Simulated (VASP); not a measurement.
A run of VASP 6.6.1:

Contents of INCAR:

```
SYSTEM = InP
  ALGO = Fast
  EDIFF = 1E-7
  EDIFFG = -0.01
  ENCUT = 600
  GGA = CA
  IBRION = 2
  ISIF = 2
  ISMEAR = 0
  LASPH = .True.
  LCHARG = .False.
  LREAL = .False.
  LWAVE = .False.
  NELM = 80
  NSW = 40
  PREC = Accurate
  SIGMA = 0.03
```

Contents of KPOINTS:

```
k-points
0
Gamma
  8 8 8
  0 0 0
```

Contents of POSCAR:

```
InP                                     
1.0
    0.0000000000      2.8946947503      2.8946947503
    2.8946947503      0.0000000000      2.8946947503
    2.8946947503      2.8946947503      0.0000000000
  In              P             
     1     1
Direct
     0.0000000000000000    0.0000000000000000    0.0000000000000000
     0.2500000000000000    0.2500000000000000    0.2500000000000000
```

Potentials or basis: VASP PAW LDA potentials, release 64 (In_d, P).

Command:

```sh
$ cat potpaw_LDA.64/In_d/POTCAR potpaw_LDA.64/P/POTCAR > POTCAR
$ mpirun -np 1 vasp_std > vasp.out
```

Hardware: 1 thread of Intel(R) Xeon(R) 6975P-C (Granite Rapids), on a shared host.

Q: Estimate the wall time of this run.

A: It took 25 s on 1 thread of Intel(R) Xeon(R) 6975P-C (Granite Rapids), with other jobs on the host, peak memory 0.18 GiB. Counts: scf iterations 24, k points 29, ion steps 1.
